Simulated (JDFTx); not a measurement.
## Nb in JDFTx: convergence with rho ratio

Input of the first run (rho ratio 4); the others differ in this setting and in those tied to it:

The input Nb.in:

```
lattice \
    5.1257800678    -0.0345196271    -0.0425093892 \
   -0.0345196271     5.1838759181    -0.0140331062 \
   -0.0425093892    -0.0140331062     5.1093904732
coords-type Lattice
ion Nb     0.5143210000     0.5027060000     0.5213490000 1

ion-species pseudo/Nb.upf
elec-cutoff 41
elec-ex-corr lda-PW
kpoint-folding 8 8 8
elec-smearing Fermi 0.0018374661
elec-n-bands 12
electronic-SCF nIterations 100 energyDiffThreshold 1e-09
electronic-minimize nIterations 30 energyDiffThreshold 1e-7
forces-output-coords Cartesian

dump-name run.$VAR
dump End Ecomponents EigStats BandEigs Kpoints Forces Stress
```

Potentials or basis: PseudoDojo-SR-LDA-0.4.1-standard with smoothed tails.

Launch:

```console
$ jdftx -c 1 -i Nb.in -o Nb.out
```

The cell isn't the ideal one: cell strained at random at fixed volume.

The cell was built by a generator and needn't be a form met in nature.

Hardware: 1 thread of Arm Neoverse V2 (shared host).

```
rho ratio  energy less the tightest run, at zero smearing (meV/atom)  SCF cycles  CPU time (s)  peak memory (GiB)
        4                                                       0.00          10            88               0.24
        5                                                       0.00          10            96               0.25
        6                                                       0.00          10            97               0.24
        8                                                       0.00          10           100               0.25
       10                                                       0.00          10           100               0.25
```

Against the tightest run, the energy stays within 1 meV/atom from 4 on. The tightest run that finished is the yardstick and may itself not be fully converged.
